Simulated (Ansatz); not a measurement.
Run on Fe (bcc type): DFT, PBE, all-electron LAPW, scalar-relativistic (Ansatz 0.2.0). This run: bcc relaxed under pressure.

The cell comes from a relaxation on PAW files under the same functional.

Command: `ansatz run input.yaml --threads 2 --pin off --max-ram 7168MiB --backend cpu --events-out ev --progress --plain --runs-dir out` It took 52 s on 2 threads of Arm Neoverse V1, on a shared host, peak memory 0.65 GiB.

```yaml
crystal:
  lattice:
    - [-1.26684885, 1.26684885, 1.26684885]
    - [1.26684885, -1.26684885, 1.26684885]
    - [1.26684885, 1.26684885, -1.26684885]
  atoms:
    - { symbol: Fe, position: [0.0, 0.0, 0.0], spin: 2.5 }
magnetization:
  spin_polarized: true
kpoints:
  mp_grid: { grid: [21, 21, 21] }
scf:
  occupations: { method: fermi_dirac, width: 0.08 }
hamiltonian:
  xc: pbe
  pseudopotentials: { kind: all_electron, lapw: { basis_error: 0.0005 } }
output:
  forces: true
  stress: true
  eigenvalues: true
relax:
  f_tol: 0.005
  max_steps: 12
  cell: { p_target: 140.0, stress_tol: 0.07 }
```

Output:

```
The last accepted step is kept in <dir> (removed where the run ends without a failure and the disk answers)
LAPW: plane waves up to 11.089 Å⁻¹, error target 5.0e-4 eV per atom; small_component_spin mean_spin; Fe in spheres of 1.064 Å, 16 of its electrons in bands, Dirac shells [] (how accurate: hamiltonian.pseudopotentials.lapw.basis_error, Limitations)
Engine: ansatz 0.2.0
Pseudopotentials: kind: all_electron
Pseudopotential: Fe, LAPW, valence charge 16, lapw/all_electron/scalar/gaussian/Fe, Koelling and Harmon's equation, gaussian nucleus
Functional definition: PBE
  parameter kappa = 0.804
  parameter beta = 0.06672455060314922
  exchange = pbe_x(kappa = kappa, mu = beta*pi^2/3)
  correlation = pbe_c(beta = beta)
Crystal: 1 atoms, lattice volume = 8.133 Å³
Basis set: ecut = 468.5132283382504 eV, 177 PW (Γ), exchange–correlation at level 2
Bands: 14, of which v1, the nominal top of the filled ones, is band 8 counted from 1 (7 counted from 0)
Symmetry: 48 space group operations
Space group: Im-3m (ITA 229), of the structure as read, at distance tolerance 2.0e-5 Å
Magnetic group: BNS 229.140 (UNI 1642), of the structure as read, at distance tolerance 2.0e-5 Å
k-points: 286 of 9261
Non-local potential: Fe, projectors of the file, none
Initial density: superposition of atomic densities (chi_scale 0.1, normalization cell)
Starting moments: Σ|m| = 2.5 μB on 1 of 1 site
Initial wavefunctions: plane waves of lowest kinetic energy (no species holds an atomic orbital)
Functional: x = pbe(κ = 0.804, μ = 0.2195149727645171), c = pbe(β = 0.06672455060314922)
iter 1 solved again at ethr=1.12e-4 eV; its pass at ethr=1.00e-1 eV (dr2=1.79e-2 eV) is discarded
SCF iter   1: F=—  HF=-34632.843162 eV  |F-HF|=—  |Δ(HF+E_count)|=         —  Δρ=3.94e-2 (↑3.94e-2 ↓3.71e-2)  dr2=1.82e-2  dr2_m=9.77e-2  M=1.927 μB ∫|m|=1.939 μB  β_m=0.30  ethr=1.12e-4  ⟨swp⟩=3.1  Hψ=58815  notcnv=0
Mixer restart at iter 1: flushing history
preconditioner: auto → none  [metal: Δε(μ)=0.006 eV  Ē_g=19.387 eV  σ=0.080 eV  W_gap=0.02  n_scr=0 (ndim 8)  ℏωp=36.8 eV  f_vac=0.000  D(μ)=0.77/eV (n_scr^D=12)]
SCF iter   2: F=—  HF=-34633.029709 eV  |F-HF|=—  |Δ(HF+E_count)|=         —  Δρ=4.73e-2 (↑4.73e-2 ↓4.38e-2)  dr2=5.09e-3  dr2_m=1.51e-1  M=1.652 μB ∫|m|=1.662 μB  β_m=0.30  ethr=1.12e-4  ⟨swp⟩=2.0  Hψ=21648  notcnv=0
Mixer restart at iter 2: flushing history
SCF iter   3: F=—  HF=-34633.052722 eV  |F-HF|=—  |Δ(HF+E_count)|=   2.30e-2  Δρ=3.44e-2 (↑3.44e-2 ↓3.26e-2)  dr2=1.86e-3  dr2_m=8.22e-2  M=1.625 μB ∫|m|=1.641 μB  β_m=0.65  ethr=3.18e-5  ⟨swp⟩=2.2  Hψ=21071  notcnv=0
SCF iter   4: F=—  HF=-34633.089325 eV  |F-HF|=—  |Δ(HF+E_count)|=   3.66e-2  Δρ=6.42e-3 (↑6.42e-3 ↓4.18e-3)  dr2=1.18e-3  dr2_m=1.57e-3  M=1.507 μB ∫|m|=1.546 μB  β_m=0.52  ethr=1.16e-5  ⟨swp⟩=3.0  Hψ=25666  notcnv=0
iter 5 solved again at ethr=1.62e-8 eV; its pass at ethr=7.39e-6 eV (dr2=2.59e-6 eV) is discarded
SCF iter   5: F=—  HF=-34633.084174 eV  |F-HF|=—  |Δ(HF+E_count)|=         —  Δρ=3.01e-4 (↑3.01e-4 ↓5.60e-5)  dr2=2.58e-6  dr2_m=1.30e-6  M=1.515 μB ∫|m|=1.556 μB  β_m=0.76  ethr=1.62e-8  ⟨swp⟩=3.0  Hψ=37803  notcnv=0
the basis was enlarged: its passes take 1.9 MiB over the memory plan, 2 of 2 planned eigensolver slots
SCF iter   6: F=—  HF=-34633.084263 eV  |F-HF|=—  |Δ(HF+E_count)|=   8.86e-5  Δρ=9.61e-5 (↑9.61e-5 ↓4.64e-5)  dr2=3.39e-7  dr2_m=1.97e-7  M=1.514 μB ∫|m|=1.555 μB  β_m=0.88  ethr=1.61e-8  ⟨swp⟩=2.2  Hψ=20397  notcnv=0
SCF iter   7: F=—  HF=-34633.084280 eV  |F-HF|=—  |Δ(HF+E_count)|=   1.70e-5  Δρ=1.43e-5 (↑1.09e-5 ↓1.43e-5)  dr2=2.31e-9  dr2_m=1.08e-8  M=1.513 μB ∫|m|=1.554 μB  β_m=0.92  ethr=2.12e-9  ⟨swp⟩=3.0  Hψ=22125  notcnv=0
SCF iter   8: F=-34633.084280 eV  HF=-34633.084280 eV  |F-HF|=2.98e-9  |Δ(HF+E_count)|=   3.94e-8  Δρ=4.39e-6 (↑3.24e-6 ↓4.39e-6)  dr2=1.10e-10  dr2_m=1.05e-9  M=1.513 μB ∫|m|=1.554 μB  ethr=1.44e-11  ⟨swp⟩=3.0  Hψ=22945  notcnv=0
SCF 1 converged in 8 iterations: F = -34633.084280 eV  dr2 = 1.10e-10
relax step   1: F+E_penalty+E_count = -34633.08427955 eV  Δ(F+E_penalty+E_count) = +0.000e0 eV  max|allowed force component| = 0.000e0 eV/Å  Δτ_max = 0.0000 Å  P = +139.884 GPa  Ω = 8.133 Å³  (8 SCF iters, accepted)
Crystal: 1 atoms, lattice volume = 8.132 Å³
Basis set: ecut = 468.54998506607456 eV, 177 PW (Γ), exchange–correlation at level 2
Initial density: handed on by an earlier stage of this run
Starting moments: Σ|m| = 2.5 μB on 1 of 1 site; this step starts from the density that it was given
Initial wavefunctions: those handed on with the density
iter 1 solved again at ethr=5.71e-12 eV; its pass at ethr=1.00e-1 eV (dr2=9.14e-10 eV) is discarded
SCF iter   1: F=—  HF=-34633.083444 eV  |F-HF|=—  |Δ(HF+E_count)|=         —  Δρ=1.91e-5 (↑1.91e-5 ↓1.84e-5)  dr2=9.03e-11  dr2_m=2.62e-8  M=1.512 μB ∫|m|=1.553 μB  β_m=0.65  ethr=5.71e-12  ⟨swp⟩=5.0  Hψ=49611  notcnv=0
preconditioner: auto → none  [metal: Δε(μ)=0.004 eV  Ē_g=19.134 eV  σ=0.080 eV  W_gap=0.01  n_scr=0 (ndim 8)  ℏωp=36.8 eV  f_vac=0.000  D(μ)=1.09/eV (n_scr^D=12)]
SCF iter   2: F=—  HF=-34633.083444 eV  |F-HF|=—  |Δ(HF+E_count)|=   7.43e-9  Δρ=8.91e-6 (↑8.77e-6 ↓8.91e-6)  dr2=9.89e-12  dr2_m=5.82e-9  M=1.512 μB ∫|m|=1.553 μB  β_m=0.65  ethr=1.00e-12  ⟨swp⟩=3.0  Hψ=22784  notcnv=0
SCF iter   3: F=-34633.083444 eV  HF=-34633.083444 eV  |F-HF|=3.64e-11  |Δ(HF+E_count)|=  6.18e-10  Δρ=6.50e-7 (↑8.40e-8 ↓6.50e-7)  dr2=1.56e-11  dr2_m=8.16e-12  M=1.512 μB ∫|m|=1.553 μB  ethr=1.00e-12  ⟨swp⟩=3.0  Hψ=22736  notcnv=0
SCF 2 converged in 3 iterations: F = -34633.083444 eV  dr2 = 1.56e-11
relax step   2: F+E_penalty+E_count = -34633.08344378 eV  Δ(F+E_penalty+E_count) = +8.358e-4 eV  max|allowed force component| = 0.000e0 eV/Å  Δτ_max = 0.0000 Å  P = +139.969 GPa  Ω = 8.132 Å³  (3 SCF iters, accepted)
iter 1 solved again at ethr=1.00e-12 eV; its pass at ethr=1.00e-1 eV (dr2=1.01e-12 eV) is discarded
SCF iter   1: F=—  HF=-34633.083444 eV  |F-HF|=—  |Δ(HF+E_count)|=         —  Δρ=5.73e-7 (↑4.38e-7 ↓5.73e-7)  dr2=1.01e-12  dr2_m=1.89e-11  M=1.512 μB ∫|m|=1.553 μB  β_m=0.65  ethr=1.00e-12  ⟨swp⟩=3.2  Hψ=39354  notcnv=0
SCF iter   2: F=—  HF=-34633.083444 eV  |F-HF|=—  |Δ(HF+E_count)|=  9.46e-11  Δρ=3.99e-7 (↑1.76e-7 ↓3.99e-7)  dr2=2.64e-12  dr2_m=5.71e-12  M=1.512 μB ∫|m|=1.553 μB  β_m=0.65  ethr=1.00e-12  ⟨swp⟩=2.0  Hψ=20258  notcnv=0
SCF iter   3: F=-34633.083444 eV  HF=-34633.083444 eV  |F-HF|=1.46e-11  |Δ(HF+E_count)|=  1.46e-11  Δρ=2.17e-7 (↑7.48e-8 ↓2.17e-7)  dr2=1.50e-12  dr2_m=1.21e-12  M=1.512 μB ∫|m|=1.553 μB  ethr=1.00e-12  ⟨swp⟩=2.0  Hψ=20258  notcnv=0
SCF 3 converged in 3 iterations: F = -34633.083444 eV  dr2 = 1.50e-12
relax step   3: F+E_penalty+E_count = -34633.08344378 eV  Δ(F+E_penalty+E_count) = -7.567e-10 eV  max|allowed force component| = 0.000e0 eV/Å  Δτ_max = 0.0000 Å  P = +139.969 GPa  Ω = 8.132 Å³  stress off target by 3.07e-2 GPa  SCF on the basis re-selected at this cell (its energy is not comparable with the rows above)  (3 SCF iters)
basis re-selected at this cell: Δ(F+E_penalty+E_count) = -7.567e-10 eV, ΔP = -0.000 GPa vs the last step (what re-selecting the basis moved, after the strain that the cell walked since its last selection, with what the two solves' SCF thresholds leave and, on support functions, any second-order correction that the steps lacked; it is no measure of the basis error at this ecutwfc). This SCF's stress stands 3.07e-2 GPa from its target on what of the cell is left free (relax.cell.stress_tol is 7.00e-2 GPa) and its largest allowed force component is 0.00e0 eV/Å (relax.f_tol is 5.00e-3 eV/Å): within both
SCF converged after 3 iterations
Magnetization: 1.5122 μB (8.7561 up, 7.2439 down)
Absolute magnetization: 1.5534 μB (∫|ρ↑−ρ↓|)
Spin contamination: 0.0137 ħ² per cell (⟨S²⟩ above its minimum at these occupations)
Per-site moments (μB) at R_I (Å): [(1.5276612244878205, 1.0641678291089778)]
Free energy (F): -34633.083444 eV
Harris-Foulkes:  -34633.083444 eV  (|F-HF|=1.46e-11)
Internal energy: -34633.060682 eV  (E = F + TS)
E sigma→0 (E₀):  -34633.072063 eV
Entropy (-TS):   -0.022762 eV (-22.762 meV/atom)
Fermi energy:    27.828413 eV
--- Per-component energies (eV) ---
  E_band       = -77.664918
  E_kinetic    = 35130.969477
  E_xc         = -1526.643627
  E_electrostatic = -68237.386531  (all electrons and nuclei)
  E_smearing   = -0.022762  (= −TS)
  E_closure    = 0.000000  (closes the sum)
  E_atoms      = -34625.004615  (free atoms, spherical and without spin; not in F)
  Σ components = -34633.083444   (vs F -34633.083444, Δ=0.00e0)
  Basis errors (estimates in eV, not in F): energy 1.3e-4 per atom: plane waves 1.2e-4 (6.5e-5 summed), levels above the bands 4.4e-162, relativity 1.3e-8, radial functions 1.3e-5, core shells 4.5e-7; eigenvalues (radial functions only) 2.5e-5; not estimated: angular momenta, meshes, grids; target (lapw.basis_error) 5.0e-4; muffin-tin radii Fe 1.064 Å
--- Forces (eV/Å), atoms counted from 1 ---
  atom   1  Fe    -0.00000000    -0.00000000     0.00000000
  max |Σ_I F_I| component: 4.93e-32 eV/Å
--- Stress (GPa, compression-positive) ---
      139.969279       0.000000       0.000000
        0.000000     139.969279       0.000000
        0.000000       0.000000     139.969279
  P = ⅓ Tr σ = 139.9693 GPa (1399.693 kbar)
--- Band table (eV; the first three rows and the last of 572) ---
  k-point 0 ↑: bands = ["-60.7050", "-26.0031", "-26.0031", "-26.0031", "17.2465", "24.7364", "24.7364", "24.7364", "26.7876", "26.7876", "54.8804", "54.8804", "54.8804", "63.4334"]
  k-point 1 ↑: bands = ["-60.6982", "-26.0320", "-26.0120", "-26.0033", "17.3714", "24.6905", "24.7312", "24.8192", "26.7376", "26.7910", "54.4941", "54.8252", "54.9423", "63.1334"]
  k-point 2 ↑: bands = ["-60.6783", "-26.1160", "-26.0377", "-26.0039", "17.7371", "24.5583", "24.7045", "25.0635", "26.6149", "26.8025", "53.4547", "54.5931", "55.1155", "62.6119"]
  k-point 285 ↓: bands = ["-58.3353", "-25.0968", "-25.0909", "-25.0909", "21.8068", "21.8109", "30.0802", "30.0802", "30.1373", "40.3179", "40.7764", "40.7764", "48.5730", "48.7824"]
--- Relaxed structure (2 steps of the walk, 2 accepted, 1 SCFs on fresh bases) ---
  F+E_penalty+E_count = -34633.08344378 eV   max|allowed force component| = 0.000e0 eV/Å   (the final SCF, on the basis selected at the relaxed cell)
  cell:  # Å, volume = 8.1317 Å³
    - [-1.266799158256185, 1.266799158256185, 1.266799158256185]
    - [1.266799158256185, -1.266799158256185, 1.266799158256185]
    - [1.266799158256185, 1.266799158256185, -1.266799158256185]
  atoms:
    - { symbol: Fe, position: [0.0, 0.0, 0.0] }
```

Next run (hcp relaxed under pressure), as changes to the input before:

```diff
   lattice:
-    - [-1.26684885, 1.26684885, 1.26684885]
-    - [1.26684885, -1.26684885, 1.26684885]
-    - [1.26684885, 1.26684885, -1.26684885]
+    - [2.2486489667, 0.0, 0.0]
+    - [-1.1243244833, 1.9473871294, 0.0]
+    - [0.0, 0.0, 3.5740523462]
   atoms:
-    - { symbol: Fe, position: [0.0, 0.0, 0.0], spin: 2.5 }
+    - { symbol: Fe, position: [0.3333333333, 0.6666666667, 0.25], spin: 2.5 }
+    - { symbol: Fe, position: [0.6666666667, 0.3333333333, 0.75], spin: 2.5 }
 magnetization:
 kpoints:
-  mp_grid: { grid: [21, 21, 21] }
+  mp_grid: { grid: [19, 19, 11] }
 scf:
```

Command: `ansatz run input.yaml --threads 2 --pin off --max-ram 7168MiB --backend cpu --events-out ev --progress --plain --runs-dir out` It took 2.1 min on 2 threads of Arm Neoverse V1, with other jobs on the host, peak memory 1.1 GiB.

Results part of the output:

```
basis re-selected at this cell: Δ(F+E_penalty+E_count) = -4.075e-10 eV, ΔP = -0.000 GPa vs the last step (what re-selecting the basis moved, after the strain that the cell walked since its last selection, with what the two solves' SCF thresholds leave and, on support functions, any second-order correction that the steps lacked; it is no measure of the basis error at this ecutwfc). This SCF's stress stands 4.48e-2 GPa from its target on what of the cell is left free (relax.cell.stress_tol is 7.00e-2 GPa) and its largest allowed force component is 3.93e-17 eV/Å (relax.f_tol is 5.00e-3 eV/Å): within both
SCF converged after 3 iterations
Magnetization: -0.0000 μB (16.0000 up, 16.0000 down)
Absolute magnetization: 0.0000 μB (∫|ρ↑−ρ↓|)
Spin contamination: 0.0000 ħ² per cell (⟨S²⟩ above its minimum at these occupations)
Per-site moments (μB) at R_I (Å): [(-1.4077681242952167e-9, 1.071245673928015), (-1.4077681242952167e-9, 1.071245673928015)]
Free energy (F): -69266.445850 eV
Harris-Foulkes:  -69266.445850 eV  (|F-HF|=5.82e-11)
Internal energy: -69266.411571 eV  (E = F + TS)
E sigma→0 (E₀):  -69266.428710 eV
Entropy (-TS):   -0.034279 eV (-17.140 meV/atom)
Fermi energy:    28.861815 eV
--- Per-component energies (eV) ---
  E_band       = -125.639793
  E_kinetic    = 70260.486388
  E_xc         = -3052.172608
  E_electrostatic = -136474.725350  (all electrons and nuclei)
  E_smearing   = -0.034279  (= −TS)
  E_closure    = 0.000000  (closes the sum)
  E_atoms      = -69250.009230  (free atoms, spherical and without spin; not in F)
  Σ components = -69266.445850   (vs F -69266.445850, Δ=0.00e0)
[... lines left out ...]
  atom   2  Fe     0.00000000    -0.00000000     0.00000000
  max |Σ_I F_I| component: 9.25e-18 eV/Å
--- Stress (GPa, compression-positive) ---
      139.975043      -0.000000       0.000000
        0.000000     139.975043       0.000000
        0.000000       0.000000     139.955165
  P = ⅓ Tr σ = 139.9684 GPa (1399.684 kbar)
--- Band table (eV; the first three rows and the last of 480) ---
  k-point 0 ↑: bands = ["-58.9473", "-58.5682", "-25.6414", "-24.3725", "-24.3725", "-24.1642", "-24.1642", "-24.1280", "18.3774", "22.0556", "26.4004", "26.4004", "26.5611", "27.0983", "27.0983", "27.6540", "27.6540", "29.5475", "29.9069", "29.9069", "40.6665", "52.0240", "56.4306"]
  k-point 1 ↑: bands = ["-58.9398", "-58.5761", "-25.6120", "-24.3683", "-24.3683", "-24.1685", "-24.1685", "-24.1600", "18.4931", "22.0723", "26.3461", "26.3461", "26.5119", "27.0444", "27.0444", "27.7727", "27.7727", "29.2072", "29.9088", "29.9088", "41.1435", "51.9004", "56.1530"]
  k-point 2 ↑: bands = ["-58.9178", "-58.5990", "-25.5257", "-24.3561", "-24.3561", "-24.2529", "-24.1809", "-24.1809", "18.8326", "22.1044", "26.2408", "26.2408", "26.3741", "26.8995", "26.8995", "28.0659", "28.0659", "28.3632", "29.8992", "29.8992", "42.4068", "51.6001", "55.4765"]
  k-point 239 ↓: bands = ["-58.5287", "-58.5252", "-25.3156", "-25.3103", "-24.9898", "-24.9223", "-24.3843", "-24.3740", "23.7647", "23.8930", "24.3429", "24.3679", "25.7671", "25.8266", "27.6828", "27.9285", "29.9514", "30.0226", "37.4741", "37.7749", "39.9354", "40.7342", "43.9404"]
--- Relaxed structure (2 steps of the walk, 2 accepted, 1 SCFs on fresh bases) ---
  F+E_penalty+E_count = -69266.44585020 eV   max|allowed force component| = 3.932e-17 eV/Å   (the final SCF, on the basis selected at the relaxed cell)
  cell:  # Å, volume = 15.6491 Å³
    - [2.248586466467951, -2.886666933071936e-11, 0.0]
    - [-1.1242932332089761, 1.9473330025815643, 0.0]
    - [0.0, 0.0, 3.5738748149928075]
  atoms:
    - { symbol: Fe, position: [0.33333333333333326, 0.6666666666666666, 0.24999999999999997] }
    - { symbol: Fe, position: [0.6666666666666665, 0.33333333333333337, 0.75] }
```

Next run (diamond relaxed under pressure), as changes to the input before:

```diff
   lattice:
-    - [2.2486489667, 0.0, 0.0]
-    - [-1.1243244833, 1.9473871294, 0.0]
-    - [0.0, 0.0, 3.5740523462]
+    - [0.0, 2.1436295095, 2.1436295095]
+    - [2.1436295095, 0.0, 2.1436295095]
+    - [2.1436295095, 2.1436295095, 0.0]
   atoms:
-    - { symbol: Fe, position: [0.3333333333, 0.6666666667, 0.25], spin: 2.5 }
-    - { symbol: Fe, position: [0.6666666667, 0.3333333333, 0.75], spin: 2.5 }
+    - { symbol: Fe, position: [-0.125, -0.125, -0.125], spin: 2.5 }
+    - { symbol: Fe, position: [0.125, 0.125, 0.125], spin: 2.5 }
 magnetization:
 kpoints:
-  mp_grid: { grid: [19, 19, 11] }
+  mp_grid: { grid: [15, 15, 15] }
 scf:
```

Results part of the output:

```
basis re-selected at this cell: Δ(F+E_penalty+E_count) = +4.264e-9 eV, ΔP = +0.001 GPa vs the last step (what re-selecting the basis moved, after the strain that the cell walked since its last selection, with what the two solves' SCF thresholds leave and, on support functions, any second-order correction that the steps lacked; it is no measure of the basis error at this ecutwfc). This SCF's stress stands 1.93e-3 GPa from its target on what of the cell is left free (relax.cell.stress_tol is 7.00e-2 GPa) and its largest allowed force component is 5.92e-16 eV/Å (relax.f_tol is 5.00e-3 eV/Å): within both
SCF converged after 3 iterations
Magnetization: 0.0000 μB (24.0000 up, 24.0000 down)
Absolute magnetization: 0.0000 μB (∫|ρ↑−ρ↓|)
Spin contamination: 0.0000 ħ² per cell (⟨S²⟩ above its minimum at these occupations)
Per-site moments (μB) at R_I (Å): [(5.275886394429108e-10, 0.8999293159864835), (5.275886394429108e-10, 0.8999293159864835)]
Free energy (F): -69262.809685 eV
Harris-Foulkes:  -69262.809685 eV  (|F-HF|=1.03e-9)
Internal energy: -69262.776977 eV  (E = F + TS)
E sigma→0 (E₀):  -69262.793331 eV
Entropy (-TS):   -0.032708 eV (-16.354 meV/atom)
Fermi energy:    22.325224 eV
--- Per-component energies (eV) ---
  E_band       = -11518.297984
  E_kinetic    = 70267.400318
  E_xc         = -3053.474323
  E_electrostatic = -136476.702972  (all electrons and nuclei)
  E_smearing   = -0.032708  (= −TS)
  E_closure    = 0.000000  (closes the sum)
  E_atoms      = -69250.009230  (free atoms, spherical and without spin; not in F)
[... lines left out ...]
  max |Σ_I F_I| component: 1.85e-16 eV/Å
--- Stress (GPa, compression-positive) ---
      139.998072      -0.000000      -0.000000
       -0.000000     139.998072      -0.000000
       -0.000000      -0.000000     139.998072
  P = ⅓ Tr σ = 139.9981 GPa (1399.981 kbar)
--- Band table (eV; the first three rows and the last of 240) ---
  k-point 0 ↑: bands = ["-790.1353", "-790.1353", "-668.8049", "-668.8049", "-668.8049", "-668.8049", "-668.8049", "-668.8049", "-65.7930", "-64.3626", "-32.0790", "-32.0790", "-32.0790", "-30.4812", "-30.4812", "-30.4812", "13.6101", "17.6240", "17.6240", "18.6162", "18.6162", "18.6162", "21.7364", "21.7364", "21.7364", "24.4943", "24.4943", "39.9979", "39.9979", "39.9979", "40.3667", "41.4980"]
  k-point 1 ↑: bands = ["-790.1353", "-790.1353", "-668.8049", "-668.8049", "-668.8049", "-668.8049", "-668.8049", "-668.8049", "-65.7818", "-64.3747", "-32.0892", "-32.0892", "-32.0801", "-30.4806", "-30.4705", "-30.4705", "13.7338", "17.5615", "17.5615", "18.6209", "18.7185", "18.7185", "21.6468", "21.7182", "21.7182", "24.4930", "24.4930", "38.0860", "39.6808", "39.6808", "40.4677", "41.8716"]
  k-point 2 ↑: bands = ["-790.1353", "-790.1353", "-668.8049", "-668.8049", "-668.8049", "-668.8049", "-668.8049", "-668.8049", "-65.7488", "-64.4103", "-32.1172", "-32.1172", "-32.0836", "-30.4787", "-30.4412", "-30.4412", "14.0943", "17.4488", "17.4488", "18.6478", "18.9281", "18.9281", "21.3868", "21.6887", "21.6887", "24.4846", "24.4846", "35.8684", "39.1298", "39.1298", "39.5206", "42.4670"]
  k-point 119 ↓: bands = ["-790.1353", "-790.1353", "-668.8049", "-668.8049", "-668.8049", "-668.8049", "-668.8049", "-668.8049", "-65.1419", "-65.0421", "-32.5271", "-32.4891", "-31.3596", "-31.1819", "-30.0682", "-30.0382", "16.1076", "16.2526", "19.0033", "19.5011", "20.0316", "20.3061", "20.9233", "21.1233", "24.7302", "24.7569", "26.2425", "27.1072", "27.3992", "28.5321", "41.1836", "42.8462"]
--- Relaxed structure (3 steps of the walk, 3 accepted, 1 SCFs on fresh bases) ---
  F+E_penalty+E_count = -69262.80968474 eV   max|allowed force component| = 5.921e-16 eV/Å   (the final SCF, on the basis selected at the relaxed cell)
  cell:  # Å, volume = 19.6715 Å³
    - [-8.407363854277724e-34, 2.1425750126956538, 2.1425750126956538]
    - [2.1425750126956538, -4.1041629421213705e-34, 2.1425750126956538]
    - [2.1425750126956538, 2.1425750126956538, -2.826339174496777e-35]
  atoms:
    - { symbol: Fe, position: [-0.125, -0.125, -0.125] }
    - { symbol: Fe, position: [0.125, 0.125, 0.125] }
```

The magnetic state is the one reached from the start moments; other orders weren't searched.
